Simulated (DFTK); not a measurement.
Set up this calculation in DFTK 0.8.2, as the native input.

| Item | Value |
| --- | --- |
| Task | band structure |
| Functional | SCAN |
| Potentials or basis | SG15 1.2 (PBE) |
| Cutoff | 1225 eV |
| k mesh | 10 × 10 × 10 |
| Occupations | fermi-dirac, width 0.05 eV |
| Spin | no spin polarisation |
| Valence electrons | C 4, W 28 |
| SCF tolerance on the density | 1e-06 |

Crystal: WC.

```xyz
2
Lattice="0.0000 2.1927 2.1927 2.1927 0.0000 2.1927 2.1927 2.1927 0.0000" Properties=species:S:1:pos:R:3 pbc="T T T"
W     0.0000    0.0000    0.0000
C     2.1927    2.1927    2.1927
```

Measurements of this composition are mostly on another form, of space group No. 187.

One way to write it, as run:

run.jl

```julia
using DFTK
using PseudoPotentialData
using Unitful, UnitfulAtomic
using LinearAlgebra, Printf
include("save.jl")
disable_threading()

# lattice vectors are the columns
lattice = austrip(1u"Å") * [           0.0       2.192684       2.192684;
                 2.192684            0.0       2.192684;
                 2.192684       2.192684            0.0]
symbols   = [:W, :C]
positions = [[0.0, 0.0, 0.0],
             [0.5, 0.5, 0.5]]
pseudopotentials = Dict(:C => "C.upf", :W => "W.upf")
elements = Dict(s => ElementPsp(s, pseudopotentials; rcut=10.0) for s in unique(symbols))
atoms    = [elements[s] for s in symbols]

build_model(lattice, positions; symmetries=true) =
    model_DFT(lattice, atoms, positions;
              functionals=SCAN(),
              temperature=austrip(0.05u"eV"),
              smearing=Smearing.FermiDirac(),
              symmetries)
Ecut  = 45.0  # hartree
kgrid = [10, 10, 10]
tol   = 1e-6
to_GPa = ustrip(uconvert(u"GPa", 1u"hartree/bohr^3"))

model = build_model(lattice, positions)
basis = PlaneWaveBasis(model; Ecut, kgrid)
display(basis)
scfres = self_consistent_field(basis;
                               tol,
                               nbandsalg=AdaptiveBands(model; n_bands_converge=21))
display(scfres.energies)
@printf "Fermi level: %.6f eV\n" ustrip(auconvert(u"eV", something(scfres.εF, NaN)))
forces = compute_forces_cart(scfres)
println("Forces (eV/Å)")
for (s, f) in zip(symbols, forces)
    @printf "%-3s %12.6f %12.6f %12.6f\n" s ustrip.(auconvert.(u"eV/Å", f))...
end
stress = compute_stresses_cart(scfres)
println("Stress (GPa)")
display(round.(stress * to_GPa; digits=4))
println("Levels at the first k-point (eV): ", round.(ustrip.(auconvert.(u"eV", scfres.eigenvalues[1][1:scfres.n_bands_converge])); digits=4))
save_scf!(scfres; forces, stress)

points = Dict("G" => [0.0, 0.0, 0.0], "K" => [0.375, 0.375, 0.75], "L" => [0.5, 0.5, 0.5], "U" => [0.625, 0.25, 0.625], "W" => [0.5, 0.25, 0.75], "X" => [0.5, 0.0, 0.5])
segments = [("G", "X", 7), ("X", "W", 4), ("W", "K", 3), ("K", "G", 7), ("G", "L", 6), ("L", "U", 4), ("U", "W", 3), ("W", "L", 5), ("L", "K", 4), ("U", "X", 3)]
kcoords = vcat([[points[a] + t * (points[b] - points[a]) for t in range(0, 1, n)] for (a, b, n) in segments]...)
bands = compute_bands(scfres, ExplicitKpoints(kcoords); n_bands=23, tol=1e-5)
for (k, ε) in zip(bands.basis.kpoints, bands.eigenvalues)
    @printf "%d %8.4f %8.4f %8.4f " k.spin k.coordinate...
    println(join([@sprintf("%9.4f", e) for e in ustrip.(auconvert.(u"eV", ε .- scfres.εF))]))
end
results["band_energies"] = rows(bands.eigenvalues); results["band_kpoints"] = rows(kcoords)
```

Potentials or basis: SG15 1.2 (PBE).

Command:

```bash
$ julia --threads=1 run.jl  # save.jl only writes the numbers to a file and isn't shown; printed stress counts tension as positive; times include loading and compiling
```

Results of the run:

```
Pressure               : -16.9 GPa
Band gap on the k mesh : none (metal or under the smearing width)
```

Caveat: the potentials were made for another functional, which shifts forces and pressure; spin-orbit coupling is left out, which moves the levels of the heavy elements.

Run time: 5 min on 1 thread of Intel(R) Xeon(R) 6975P-C (Granite Rapids) (shared host), peak memory 1.9 GiB.
